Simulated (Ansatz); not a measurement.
Ni3Ge:

```
CELL_PARAMETERS angstrom
3.53033 0.00000 0.00000
0.00000 3.53033 0.00000
0.00000 0.00000 3.53033
ATOMIC_POSITIONS crystal
Ge 0.00000 0.00000 0.00000
Ni 0.50000 0.50000 0.00000
Ni 0.00000 0.50000 0.50000
Ni 0.50000 0.00000 0.50000
```

The cell comes from a database or a generator and needn't be the stable form of this composition.

Base run:

- Program: Ansatz 0.2.0
- Functional: PBEsol
- Potentials or basis: Ansatz PAW
- Cutoff: 420 eV (not typed: the program's choice for these potentials)
- k mesh: 6 × 6 × 6
- Occupations: fermi-dirac, width 0.05 eV
- Spin: collinear spin, ferromagnetic start
- Starting moments: [0.0, 0.7333333333, 0.7333333333, 0.7333333333] μB
- Fixed moment: 2.2 μB

Its results: pressure 3.7 GPa; site moments Ge +0.06; Ni +0.71 μB.

Problem. The run is repeated on the same cell with these changes: fixed moment from 2.2 μB to 3 μB; moments at the start from [0.0, 0.73, 0.73, 0.73] to [0.0, 1.0, 1.0, 1.0]. What comes out?

Solution. Pressure 7.6 GPa; site moments Ge +0.14; Ni +0.91 μB.

Caveats: the total moment is fixed, so each spin has its own Fermi level; the PAW data sets come from PBE, with cores solved anew for the run's functional, which leaves a small shift of forces and pressure; the thresholds are loose for stress.
